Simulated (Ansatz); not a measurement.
Input:

SrF2 (fluorite)

```xyz
6
Lattice="0.0000 5.8573 5.8573 2.9286 2.9286 5.8573 2.9286 2.9286 0.0000" Properties=species:S:1:pos:R:3 pbc="T T T"
Sr     0.0000     0.0000     0.0000
Sr     2.9286     5.8573     2.9286
F      1.4643     1.4643     1.4643
F      1.4643     4.3930     4.3930
F      4.3930     4.3930     4.3930
F      4.3930     7.3216     7.3216
```

A phonon eigenvector at X = (0.5, 0.5, 0.0) is frozen into this cell: atom i moves by Q times the vector below, so Q is the largest atomic displacement, in Å. The cell is held. (q is in reciprocal vectors of the primitive cell; the cell shown is doubled to hold the pattern.)

```tsv
atom	x	y	z
F3	0.000	0.000	-1.000
F4	0.000	0.000	1.000
F5	0.000	0.000	-1.000
F6	0.000	0.000	1.000
```

Atoms not listed stay in place.

Method: PBE (plane waves to 420 eV, PAW, scalar-relativistic; Ansatz, a quantum-chemistry and plane-wave program). k mesh 10×10×10 (Γ-centred), Fermi-Dirac smearing 0.05 eV. E stands for the smeared free energy. SrF2 was relaxed with its symmetry unable to fall. The zero of ΔE is the undisplaced structure.

The scan covers Q from -0.100 to 0.100 Å in 13 points.

**Question.** Which space group does the distorted structure have?

**Answer.** P4_2/nmc (No. 137), lowered from Fm-3m.

**Question.** What is the energy change at Q = 0.100 Å?

**Answer.** 25.6 meV/cell.

**Question.** What harmonic wavenumber does the curvature at Q = 0 give?

**Answer.** 134 cm⁻¹.

(For displaced atoms, the force is minus the slope of the energy, and its curvature is a force constant, which sets phonon frequencies.)
